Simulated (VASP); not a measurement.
Write the native input for VASP 6.6.1 that does the following.

| Quantity | Value |
| --- | --- |
| Task | relaxation of cell and atoms |
| Functional | TPSS |
| Potentials or basis | VASP PAW PBE potentials, release 64 (Au) |
| Cutoff | 600 eV |
| k mesh | 11 × 11 × 6 |
| Occupations | methfessel-paxton, width 0.1 eV |
| Spin | no spin polarisation |
| Further INCAR settings | ALGO = Normal; EDIFF = 1e-06; IBRION = 2; EDIFFG = -0.01; NSW = 60; ISIF = 3 |

The structure of Au lies in POSCAR:

```
Au
1.0
    2.9000000000      0.0000000000      0.0000000000
   -1.4500000000      2.5114736710      0.0000000000
    0.0000000000      0.0000000000      4.8800000000
Au
2
Direct
    0.6666666667      0.3333333333      0.2500000000
    0.3333333333      0.6666666667      0.7500000000
```

This isn't the form of Au at room conditions, which is fcc.

One way to write it, as run:

INCAR

```
SYSTEM = Au
  PREC = Accurate
  ENCUT = 600
  EDIFF = 1E-6
  ISMEAR = 1
  SIGMA = 0.1
  LREAL = .False.
  LASPH = .True.
  NELM = 100
  ALGO = Normal
  ISIF = 3
  LWAVE = .False.
  LCHARG = .False.
  METAGGA = TPSS
  LMIXTAU = .True.
  IBRION = 2
  NSW = 60
  EDIFFG = -0.01
```

KPOINTS

```
regular mesh
0
Gamma
  11 11 6
  0 0 0
```

Potentials or basis: VASP PAW PBE potentials, release 64 (Au).

Launch:

```bash
$ cat potpaw_PBE.64/Au/POTCAR > POTCAR
$ mpirun -np 1 vasp_std > vasp.out
```

Results of the run:

- Relaxed volume: 17.47 Å³/atom
- Relaxed cell: a = 2.899 Å, b = 2.899 Å, c = 4.801 Å, α = 90.00°, β = 90.00°, γ = 120.00°
- Space group after relaxing (to 0.05 Å): P6_3/mmc (No. 194)
- Energy gained by relaxing: 3.3 meV/atom
- Ionic steps: 5
- Pressure after relaxing: 0.1 GPa
- Band gap on the k mesh: none (metal or under the smearing width)

Caveat: the PAW data sets were made with another functional, which shifts forces and pressure a little.

Wall time 17 min on 1 thread of AMD EPYC 7571 (shared host), peak memory 0.17 GiB.
